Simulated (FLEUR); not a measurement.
Runs of FLEUR MaX-R8.1 (patched build s14) on Al. Symmetry: Fm-3m, No. 225, cubic system. Conventional cell: a = 4.050 Å, b = 4.050 Å, c = 4.050 Å, α = 90.00°, β = 90.00°, γ = 90.00°. Around Al (site symmetry m-3m) lie 12 Al at 2.86 Å. 

| task | level | spin | k mesh | smearing | inpgen profile | gmax | muffin-tin radii | max iterations | mixing factor | kmax | mesh quality | gap on the mesh (eV) | V0 of scaled cells (Å³/atom) | B0 (GPa) |
| --- | --- | --- | --- | --- | --- | --- | --- | --- | --- | --- | --- | --- | --- | --- |
| single point | RPBE | collinear, ferromagnetic start | 11 × 11 × 11 | fermi-dirac 0.02 eV | fastHighL | 11.8 1/bohr | Al 2.51 bohr | 60 | 0.05 | 3.8 1/bohr | not flagged | none | - | - |
| equation of state | PW91 | off | 11 × 11 × 11 | gaussian 0.1 eV | fastHighL | 11.8 1/bohr | Al 2.45 bohr | - | - | 3.8 1/bohr | not flagged | - | 16.60 | 76 |
| equation of state | LDA (von Barth-Hedin) | off | 11 × 11 × 11 | fermi-dirac 0.05 eV | - | 12.7 1/bohr | Al 2.45 bohr | - | - | 4.1 1/bohr | not flagged | - | 15.69 | 88 |
| single point | PBE0 | off | 5 × 5 × 5 | fermi-dirac 0.05 eV | - | 11.8 1/bohr | Al 2.51 bohr | 30 | 0.05 | 3.8 1/bohr | coarse | none | - | - |
| equation of state | r2SCAN | off | 11 × 11 × 11 | fermi-dirac 0.05 eV | - | 12.7 1/bohr | Al 2.45 bohr | - | - | 4.1 1/bohr | not flagged | - | (b) | (a) |

Alike in all rows: potentials or basis all-electron, FLAPW; cell as given.

Estimate the missing entries.

(a) 91; (b) 15.98.

Caveats: some runs use coarse meshes; core states are solved in the semilocal potential (some runs); the meta-GGA is that of a development version, with a GGA for the radial functions and cores and without core tails (some runs).

A gap of «none» marks a metal or a gap under the smearing width.

The runs were made with more than one version of the program.

Runs at the PBE level aren't shown here.
